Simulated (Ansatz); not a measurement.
## What a change of settings does to a run on S

The cell was built from the fcc type and relaxed in the same program, and has space group Fm-3m; it needn't be a known or the stable phase.

First run: DFT, PBE, all-electron LAPW, scalar-relativistic (Ansatz 0.2.0).

Command: `ansatz run input.yaml --threads 1 --pin off --max-ram 2048MiB --backend cpu --events-out ev --progress --plain --runs-dir out` The run took 7.3 s on 1 thread of Arm Neoverse V1, on a shared host, peak memory 0.28 GiB.

```yaml
crystal:
  lattice:
    - [0.0, 1.9939585068, 1.9939585068]
    - [1.9939585068, 0.0, 1.9939585068]
    - [1.9939585068, 1.9939585068, 0.0]
  atoms:
    - { symbol: S, position: [0.0, 0.0, 0.0] }
kpoints:
  mp_grid: { grid: [16, 16, 16] }
scf:
  occupations: { method: fermi_dirac, width: 0.03 }
hamiltonian:
  xc: pbe
  pseudopotentials:
    kind: all_electron
    lapw: { basis_error: 0.001, muffin_tin_radii: { S: 0.902 } }
output:
  forces: true
  stress: true
  eigenvalues: true
```

Result: converged; pressure 0.08 GPa; no gap on the k mesh; 5 SCF iterations.

A second input differs as follows:

```diff
@@ -10,4 +10,5 @@
 scf:
   occupations: { method: fermi_dirac, width: 0.03 }
+  max_iter: 75
 hamiltonian:
   xc: pbe
@@ -19,3 +20,5 @@
   stress: true
   eigenvalues: true
+magnetization:
+  spin_polarized: [1, 2]
```

**Question.** What is wrong with it, and what does the program do?

**Answer.** The fault is a value of the wrong type. The run refused before any iteration. The log ends:
```
Error: YAML parse error: error: line 23 column 19: expected string scalar
  --> <input>:23:19
   |
21 |   eigenvalues: true
22 | magnetization:
23 |   spin_polarized: [1, 2]
   |                   ^ expected string scalar
```
